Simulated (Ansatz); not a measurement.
# Zinc, bcc under PBEsol: from relaxation to bulk modulus, part 2 of 2

What does PBEsol give for zinc in the bcc structure? We relax it, solve it on a dense k-mesh, then scale the cell to 7 volumes from 88 to 112 % of the relaxed one and try a fit of the equation of state. Spin polarisation is left out. The k-meshes are 14×14×14 for the relaxation; 24×24×24 for the dense run; 16×16×16 for the volumes.

Ansatz 0.2.0; DFT, PBEsol, plane waves (420 eV) with PAW, scalar-relativistic. Earlier steps stand in the parts before.

**5. At 92 % of the relaxed volume**

This is Zn in the bcc structure; at room conditions it is hcp.

Input file input.yaml:

```yaml
crystal:
  lattice:
    - [-1.4872968308, 1.4872968308, 1.4872968308]
    - [1.4872968308, -1.4872968308, 1.4872968308]
    - [1.4872968308, 1.4872968308, -1.4872968308]
  atoms:
    - { symbol: Zn, position: [0.0, 0.0, 0.0] }
hamiltonian:
  xc: pbesol
  pseudopotentials:
    kind: paw
    azcp:
      Zn: "pseudopotentials/Zn.paw.azcp"
basis:
  ecutwfc: 420
  fft_grid_basis: typed
kpoints:
  mp_grid: { grid: [16, 16, 16], shift: [0, 0, 0] }
magnetization:
  spin_polarized: false
scf:
  occupations: { method: fermi_dirac, width: 0.1 }
  lower_state_search: "off"
output:
  stress: true
```

The log of the run, shortened:

```text
Warning: <dir> the record states the generating functional pbe (its physics header spells it `PBE`), which answers neither for hamiltonian.xc's functional nor for the pbesol family's — results may be inconsistent (PPs are generated against a specific XC)
Warning: RAYON_NUM_THREADS=2 ignored (pool sized by the plan → 2); use --threads N
[...]
Pseudopotentials: kind: paw
Pseudopotential: Zn, paw, valence charge 12, recommended cutoff 420 eV (normal), <dir>
Functional definition: PBEsol
[...]
Crystal: 1 atoms, lattice volume = 13.160 Å³
Basis set: ecut = 420 eV, 249 PW (Γ)
Bands: 10, of which v1, the nominal top of the filled ones, is band 6 counted from 1 (5 counted from 0)
Symmetry: 48 space group operations
Space group: Im-3m (ITA 229), of the structure as read, at distance tolerance 2.4e-5 Å
k-points: 145 of 4096
[...]
SCF iter   1: F=—  HF=-3280.788214 eV  |F-HF|=—  |Δ(HF+E_count)|=         —  Δρ=4.38e-3  dr2=1.19e-3  ethr=1.77e-3  ⟨swp⟩=4.8  Hψ=9397  notcnv=0
[...]
SCF iter   6: F=-3280.787966 eV  HF=-3280.787966 eV  |F-HF|=5.46e-12  |Δ(HF+E_count)|=  1.11e-10  Δρ=2.97e-7  dr2=4.87e-12  ethr=1.12e-12  ⟨swp⟩=1.5  Hψ=4592  notcnv=0
[...]
SCF converged after 6 iterations
Free energy (F): -3280.787966 eV
[...]
E sigma→0 (E₀):  -3280.782897 eV
Entropy (-TS):   -0.010140 eV (-10.140 meV/atom)
Fermi energy:    13.494633 eV
[...]
--- Stress (GPa, compression-positive) ---
        8.864877       0.000000      -0.000000
       -0.000000       8.864877      -0.000000
        0.000000       0.000000       8.864877
  P = ⅓ Tr σ = 8.8649 GPa (88.649 kbar)
```

Wall time 0.64 s (2 threads of an Arm CPU, shared host); peak memory 0.27 GiB.

**6. At 96 % of the relaxed volume**

input.yaml: that of step 5 with these lines changed.

```diff
@@ -2,5 +2,5 @@
   lattice:
-    - [-1.4872968308, 1.4872968308, 1.4872968308]
-    - [1.4872968308, -1.4872968308, 1.4872968308]
-    - [1.4872968308, 1.4872968308, -1.4872968308]
+    - [-1.5085467994, 1.5085467994, 1.5085467994]
+    - [1.5085467994, -1.5085467994, 1.5085467994]
+    - [1.5085467994, 1.5085467994, -1.5085467994]
   atoms:
```

The log of the run, shortened:

```text
Warning: <dir> the record states the generating functional pbe (its physics header spells it `PBE`), which answers neither for hamiltonian.xc's functional nor for the pbesol family's — results may be inconsistent (PPs are generated against a specific XC)
Warning: RAYON_NUM_THREADS=2 ignored (pool sized by the plan → 2); use --threads N
[...]
Pseudopotentials: kind: paw
Pseudopotential: Zn, paw, valence charge 12, recommended cutoff 420 eV (normal), <dir>
Functional definition: PBEsol
[...]
Crystal: 1 atoms, lattice volume = 13.732 Å³
Basis set: ecut = 420 eV, 249 PW (Γ)
Bands: 10, of which v1, the nominal top of the filled ones, is band 6 counted from 1 (5 counted from 0)
Symmetry: 48 space group operations
Space group: Im-3m (ITA 229), of the structure as read, at distance tolerance 2.4e-5 Å
k-points: 145 of 4096
[...]
SCF iter   1: F=—  HF=-3280.810775 eV  |F-HF|=—  |Δ(HF+E_count)|=         —  Δρ=3.88e-3  dr2=9.69e-4  ethr=1.77e-3  ⟨swp⟩=4.8  Hψ=9352  notcnv=0
[...]
SCF iter   6: F=-3280.810559 eV  HF=-3280.810559 eV  |F-HF|=7.28e-12  |Δ(HF+E_count)|=  2.07e-10  Δρ=5.18e-7  dr2=1.88e-11  ethr=3.48e-12  ⟨swp⟩=1.8  Hψ=4837  notcnv=0
[...]
SCF converged after 6 iterations
Free energy (F): -3280.810559 eV
[...]
E sigma→0 (E₀):  -3280.805451 eV
Entropy (-TS):   -0.010217 eV (-10.217 meV/atom)
Fermi energy:    12.715846 eV
[...]
--- Stress (GPa, compression-positive) ---
        3.996948       0.000000       0.000000
       -0.000000       3.996948       0.000000
       -0.000000       0.000000       3.996948
  P = ⅓ Tr σ = 3.9969 GPa (39.969 kbar)
```

It took 0.65 s on 2 threads of an Arm CPU, shared host; peak memory 0.27 GiB.

**7. At 100 % of the relaxed volume**

input.yaml: that of step 6 with these lines changed.

```diff
@@ -2,5 +2,5 @@
   lattice:
-    - [-1.5085467994, 1.5085467994, 1.5085467994]
-    - [1.5085467994, -1.5085467994, 1.5085467994]
-    - [1.5085467994, 1.5085467994, -1.5085467994]
+    - [-1.5292143923, 1.5292143923, 1.5292143923]
+    - [1.5292143923, -1.5292143923, 1.5292143923]
+    - [1.5292143923, 1.5292143923, -1.5292143923]
   atoms:
```

The log of the run, shortened:

```text
Warning: <dir> the record states the generating functional pbe (its physics header spells it `PBE`), which answers neither for hamiltonian.xc's functional nor for the pbesol family's — results may be inconsistent (PPs are generated against a specific XC)
Warning: RAYON_NUM_THREADS=2 ignored (pool sized by the plan → 2); use --threads N
[...]
Pseudopotentials: kind: paw
Pseudopotential: Zn, paw, valence charge 12, recommended cutoff 420 eV (normal), <dir>
Functional definition: PBEsol
[...]
Crystal: 1 atoms, lattice volume = 14.304 Å³
Basis set: ecut = 420 eV, 321 PW (Γ)
Bands: 10, of which v1, the nominal top of the filled ones, is band 6 counted from 1 (5 counted from 0)
Symmetry: 48 space group operations
Space group: Im-3m (ITA 229), of the structure as read, at distance tolerance 2.4e-5 Å
k-points: 145 of 4096
[...]
SCF iter   1: F=—  HF=-3280.818059 eV  |F-HF|=—  |Δ(HF+E_count)|=         —  Δρ=3.33e-3  dr2=7.31e-4  ethr=1.77e-3  ⟨swp⟩=4.8  Hψ=9302  notcnv=0
[...]
SCF iter   6: F=-3280.817813 eV  HF=-3280.817813 eV  |F-HF|=1.05e-9  |Δ(HF+E_count)|=   3.34e-8  Δρ=3.88e-6  dr2=1.18e-9  ethr=8.19e-10  ⟨swp⟩=3.0  Hψ=5715  notcnv=0
[...]
SCF converged after 6 iterations
Free energy (F): -3280.817813 eV
[...]
E sigma→0 (E₀):  -3280.812691 eV
Entropy (-TS):   -0.010243 eV (-10.243 meV/atom)
Fermi energy:    12.004668 eV
[...]
--- Stress (GPa, compression-positive) ---
        0.229294       0.000000       0.000000
        0.000000       0.229294      -0.000000
       -0.000000      -0.000000       0.229294
  P = ⅓ Tr σ = 0.2293 GPa (2.293 kbar)
```

Run time: 0.67 s. Hardware: 2 threads of an Arm CPU, shared host; peak memory 0.27 GiB.

**8. At 104 % of the relaxed volume**

input.yaml: that of step 7 with these lines changed.

```diff
@@ -2,5 +2,5 @@
   lattice:
-    - [-1.5292143923, 1.5292143923, 1.5292143923]
-    - [1.5292143923, -1.5292143923, 1.5292143923]
-    - [1.5292143923, 1.5292143923, -1.5292143923]
+    - [-1.549337942, 1.549337942, 1.549337942]
+    - [1.549337942, -1.549337942, 1.549337942]
+    - [1.549337942, 1.549337942, -1.549337942]
   atoms:
@@ -25 +25,5 @@
   stress: true
+  write_density: true
+  write_potential: true
+  elf: true
+  volumetric_format: npy
```

The log of the run, shortened:

```text
Warning: <dir> the record states the generating functional pbe (its physics header spells it `PBE`), which answers neither for hamiltonian.xc's functional nor for the pbesol family's — results may be inconsistent (PPs are generated against a specific XC)
Warning: RAYON_NUM_THREADS=2 ignored (pool sized by the plan → 2); use --threads N
[...]
Pseudopotentials: kind: paw
Pseudopotential: Zn, paw, valence charge 12, recommended cutoff 420 eV (normal), <dir>
Functional definition: PBEsol
[...]
Crystal: 1 atoms, lattice volume = 14.876 Å³
Basis set: ecut = 420 eV, 321 PW (Γ)
Bands: 10, of which v1, the nominal top of the filled ones, is band 6 counted from 1 (5 counted from 0)
Symmetry: 48 space group operations
Space group: Im-3m (ITA 229), of the structure as read, at distance tolerance 2.5e-5 Å
k-points: 145 of 4096
[...]
SCF iter   1: F=—  HF=-3280.813409 eV  |F-HF|=—  |Δ(HF+E_count)|=         —  Δρ=2.83e-3  dr2=5.29e-4  ethr=1.77e-3  ⟨swp⟩=4.8  Hψ=9305  notcnv=0
[...]
SCF iter   6: F=-3280.813176 eV  HF=-3280.813176 eV  |F-HF|=2.25e-8  |Δ(HF+E_count)|=   2.61e-7  Δρ=1.77e-5  dr2=2.53e-8  ethr=8.33e-10  ⟨swp⟩=5.8  Hψ=8358  notcnv=0
[...]
SCF converged after 6 iterations
Free energy (F): -3280.813176 eV
[...]
E sigma→0 (E₀):  -3280.808139 eV
Entropy (-TS):   -0.010074 eV (-10.074 meV/atom)
Fermi energy:    11.351817 eV
[...]
--- Stress (GPa, compression-positive) ---
       -2.702475      -0.000000       0.000000
        0.000000      -2.702475       0.000000
       -0.000000      -0.000000      -2.702475
  P = ⅓ Tr σ = -2.7025 GPa (-27.025 kbar)
--- Band table (eV; the first three rows and the last of 145) ---
  k-point 0: bands = ["0.6378", "3.4855", "3.4855", "3.4855", "4.0237", "4.0237", "30.8353", "30.8353", "30.8353", "31.9497"]
[...]
```

Wall time 0.89 s (2 threads of an Arm CPU, shared host); peak memory 0.28 GiB.

**9. At 108 % of the relaxed volume**

input.yaml: that of step 8 with these lines changed.

```diff
@@ -2,5 +2,5 @@
   lattice:
-    - [-1.549337942, 1.549337942, 1.549337942]
-    - [1.549337942, -1.549337942, 1.549337942]
-    - [1.549337942, 1.549337942, -1.549337942]
+    - [-1.5689518969, 1.5689518969, 1.5689518969]
+    - [1.5689518969, -1.5689518969, 1.5689518969]
+    - [1.5689518969, 1.5689518969, -1.5689518969]
   atoms:
@@ -25,5 +25 @@
   stress: true
-  write_density: true
-  write_potential: true
-  elf: true
-  volumetric_format: npy
```

The log of the run, shortened:

```text
Warning: <dir> the record states the generating functional pbe (its physics header spells it `PBE`), which answers neither for hamiltonian.xc's functional nor for the pbesol family's — results may be inconsistent (PPs are generated against a specific XC)
Warning: RAYON_NUM_THREADS=2 ignored (pool sized by the plan → 2); use --threads N
[...]
Pseudopotentials: kind: paw
Pseudopotential: Zn, paw, valence charge 12, recommended cutoff 420 eV (normal), <dir>
Functional definition: PBEsol
[...]
Crystal: 1 atoms, lattice volume = 15.449 Å³
Basis set: ecut = 420 eV, 321 PW (Γ)
Bands: 10, of which v1, the nominal top of the filled ones, is band 6 counted from 1 (5 counted from 0)
Symmetry: 48 space group operations
Space group: Im-3m (ITA 229), of the structure as read, at distance tolerance 2.5e-5 Å
k-points: 145 of 4096
[...]
SCF iter   1: F=—  HF=-3280.799640 eV  |F-HF|=—  |Δ(HF+E_count)|=         —  Δρ=1.96e-3  dr2=2.30e-4  ethr=1.77e-3  ⟨swp⟩=4.8  Hψ=9275  notcnv=0
[...]
SCF iter   7: F=-3280.799261 eV  HF=-3280.799261 eV  |F-HF|=5.34e-9  |Δ(HF+E_count)|=   8.10e-8  Δρ=7.65e-6  dr2=5.53e-9  ethr=8.33e-10  ⟨swp⟩=4.1  Hψ=4652  notcnv=0
[...]
SCF converged after 7 iterations
Free energy (F): -3280.799261 eV
[...]
E sigma→0 (E₀):  -3280.794387 eV
Entropy (-TS):   -0.009748 eV (-9.748 meV/atom)
Fermi energy:    10.748447 eV
[...]
--- Stress (GPa, compression-positive) ---
       -4.995859      -0.000000       0.000000
        0.000000      -4.995859      -0.000000
        0.000000       0.000000      -4.995859
  P = ⅓ Tr σ = -4.9959 GPa (-49.959 kbar)
```

It took 0.69 s on 2 threads of an Arm CPU, shared host; peak memory 0.28 GiB.

**10. At 112 % of the relaxed volume**

input.yaml: that of step 9 with these lines changed.

```diff
@@ -2,5 +2,5 @@
   lattice:
-    - [-1.5689518969, 1.5689518969, 1.5689518969]
-    - [1.5689518969, -1.5689518969, 1.5689518969]
-    - [1.5689518969, 1.5689518969, -1.5689518969]
+    - [-1.5880873425, 1.5880873425, 1.5880873425]
+    - [1.5880873425, -1.5880873425, 1.5880873425]
+    - [1.5880873425, 1.5880873425, -1.5880873425]
   atoms:
```

The log of the run, shortened:

```text
Warning: <dir> the record states the generating functional pbe (its physics header spells it `PBE`), which answers neither for hamiltonian.xc's functional nor for the pbesol family's — results may be inconsistent (PPs are generated against a specific XC)
Warning: RAYON_NUM_THREADS=2 ignored (pool sized by the plan → 2); use --threads N
[...]
Pseudopotentials: kind: paw
Pseudopotential: Zn, paw, valence charge 12, recommended cutoff 420 eV (normal), <dir>
Functional definition: PBEsol
[...]
Crystal: 1 atoms, lattice volume = 16.021 Å³
Basis set: ecut = 420 eV, 321 PW (Γ)
Bands: 10, of which v1, the nominal top of the filled ones, is band 6 counted from 1 (5 counted from 0)
Symmetry: 48 space group operations
Space group: Im-3m (ITA 229), of the structure as read, at distance tolerance 2.5e-5 Å
k-points: 145 of 4096
[...]
SCF iter   1: F=—  HF=-3280.778596 eV  |F-HF|=—  |Δ(HF+E_count)|=         —  Δρ=1.39e-3  dr2=1.03e-4  ethr=1.77e-3  ⟨swp⟩=4.8  Hψ=9223  notcnv=0
[...]
SCF iter   7: F=-3280.778093 eV  HF=-3280.778093 eV  |F-HF|=6.71e-9  |Δ(HF+E_count)|=   5.48e-8  Δρ=9.18e-6  dr2=6.93e-9  ethr=8.33e-10  ⟨swp⟩=4.1  Hψ=4651  notcnv=0
[...]
SCF converged after 7 iterations
Free energy (F): -3280.778093 eV
[...]
E sigma→0 (E₀):  -3280.773375 eV
Entropy (-TS):   -0.009436 eV (-9.436 meV/atom)
Fermi energy:    10.188621 eV
[...]
--- Stress (GPa, compression-positive) ---
       -6.775170      -0.000000       0.000000
        0.000000      -6.775170      -0.000000
        0.000000      -0.000000      -6.775170
  P = ⅓ Tr σ = -6.7752 GPa (-67.752 kbar)
```

Run time: 0.71 s. Hardware: 2 threads of an Arm CPU, shared host; peak memory 0.28 GiB.

**11. The equation of state**

All volumes keep the relaxed shape and fractional coordinates.

```
V (Å³/atom)  E − E₀ (meV/atom)  P from the stress (GPa)  P from the fit (GPa)
     12.588               72.2                    15.09                 15.10
     13.160               29.9                     8.86                  8.85
     13.732                7.3                     4.00                  4.00
     14.304                0.1                     0.23                  0.24
     14.876                4.6                    -2.70                 -2.69
     15.449               18.4                    -5.00                 -4.95
     16.021               39.4                    -6.78                 -6.70
```

A third-order Birch-Murnaghan fit gives V₀ = 14.346 Å³/atom, B₀ = 81 GPa and B₀′ = 5.3; it misses no point by more than 0.05 meV/atom.

**12. Outcome**

What follows sums up all 2 parts.

| quantity | value |
| --- | --- |
| space group (spins left aside) | Im-3m (No. 229) |
| conventional cell | a = 3.058 Å |
| volume | 14.304 Å³/atom |
| shortest distance | 2.649 Å |
| gap on the mesh | none (levels filled in part) |
| relative to hcp | +94 meV/atom |
| V₀, B₀, B₀′ | 14.346 Å³/atom, 81 GPa, 5.3 |

What this shows: From the guessed start the volume shrank by 6.0 % in 5 steps. It lies 94 meV/atom above the element's reference form at the same level (hcp, from a run of its own). Levels at the Fermi energy are filled in part, as in a metal. The fitted modulus is 81 GPa. The symmetry was held, so the structure may be unstable against distortions that break it.
